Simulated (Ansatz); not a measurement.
# InSb: the cost of one run

Computed with Ansatz 0.2.0 (DFT PBEsol, scalar-relativistic, plane waves, PAW, unless a step's input says otherwise).

1 further run of the same task is left out (set aside as unsound or not needed).

## 1. The starting structure

It takes space group F-43m (No. 216, cubic). The conventional cell has a = 6.520 Å, b = 6.520 Å, c = 6.520 Å, α = 90.00°, β = 90.00°, γ = 90.00°. In (site symmetry -43m) is surrounded by 4 Sb at 2.82 Å. Around Sb (site symmetry -43m) lie 4 In at 2.82 Å.

Coordinates:

```
In Sb
1.0
     0.00000    3.25993    3.25993
     3.25993    0.00000    3.25993
     3.25993    3.25993    0.00000
In Sb
1 1
Direct
  0.00000 0.00000 0.00000
  0.25000 0.25000 0.25000
```

It is the result of an earlier relaxation at this level (volume 34.64 Å³/atom; gap on the mesh: none (metal)).

## 2. Electronic structure at the relaxed geometry

input.yaml

```yaml
crystal:
  lattice:
    - [0.0, 3.2599290578, 3.2599290578]
    - [3.2599290578, 0.0, 3.2599290578]
    - [3.2599290578, 3.2599290578, 0.0]
  atoms:
    - { symbol: In, position: [0.0, 0.0, 0.0] }
    - { symbol: Sb, position: [0.25, 0.25, 0.25] }
basis:
  ecutwfc: 420
kpoints:
  mp_grid: { grid: [12, 12, 12] }
  band_path:
    path:
      - [[0.0, 0.0, 0.0], [-0.5, -0.5, 0.0], [-0.375, -0.375, 0.25]]
      - [[-0.375, 0.0, 0.375], [0.0, 0.0, 0.0], [0.0, 0.0, 0.5], [-0.5, -0.25, 0.25], [-0.5, -0.5, 0.0]]
    npoints: 14
hamiltonian:
  xc: pbesol
scf:
  occupations: { method: gaussian, width: 0.1 }
  n_extra_bands: 6
output:
  forces: true
  stress: true
  eigenvalues: true
  populations: true
  dos: { projected: true, de: 0.02, nscf_kmesh: { grid: [18, 18, 18] } }
  bader: true
  write_density: true
  write_potential: true
  elf: true
  volumetric_format: npy
```

The run is started by

```sh
> ansatz run input.yaml --threads 1 --pin off --max-ram 2560MiB --backend cpu --events-out ev --progress --plain --runs-dir out
```

Q: Estimate wall time and peak memory on 1 thread of Intel Xeon Platinum 8259CL at 2.50GHz (Skylake/Cascade Lake), shared host.

About 67 s, with a peak of 0.48 GiB.
